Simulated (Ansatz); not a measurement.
The system is ZnO (zincite).

```
CELL_PARAMETERS angstrom
3.24931 0.00000 0.00000
-1.62465 2.81398 0.00000
0.00000 0.00000 5.20571
ATOMIC_POSITIONS crystal
Zn 0.66667 0.33333 0.00000
Zn 0.33333 0.66667 0.50000
O 0.33333 0.66667 0.87901
O 0.66667 0.33333 0.37901
```

```yaml
Program: Ansatz 0.2.0
Task: relaxation of cell and atoms
Functional: LDA
Potentials_or_basis: Ansatz PAW
Cutoff: "420 eV (not typed: the program's choice for these potentials)"
k_mesh: 9 × 9 × 5
Occupations: fermi-dirac, width 0.05 eV
Spin: no spin polarisation
```

At the start: volume 11.90 Å³/atom.

**Question.** How do energy, volume and symmetry change on relaxing?

**Answer.** It ends after 7 steps and the volume is 11.33 Å³/atom (-4.8 %); space group P6_3mc (No. 186, to 0.05 Å).

Step by step:
```tsv
step	energy change (eV)	largest force (eV/Å)	volume (Å³)
1	0.0000	0.0516	47.60
2	-0.0470	0.0386	46.41
3	-0.0644	0.0021	45.34
4	-0.0640	0.0008	45.42
5	-0.0538	0.0006	45.42
6	-0.0544	0.0003	45.32
7	-0.0540	0.0003	45.32
```

Final structure:
```
Zn O
1.0
     3.18718    0.00000    0.00000
    -1.59359    2.76018    0.00000
     0.00000    0.00000    5.15219
Zn O
2 2
Direct
  0.66667 0.33333 0.00028
  0.33333 0.66667 0.50028
  0.33333 0.66667 0.87873
  0.66667 0.33333 0.37873
```

Caveat: the plane-wave basis is chosen anew once the cell has moved, so the energies of steps on either side of that aren't comparable; the pressure holds a Pulay correction of +0.9 GPa for the finite cutoff; the PAW data sets come from PBE, with cores solved anew for the run's functional, which leaves a small shift of forces and pressure.
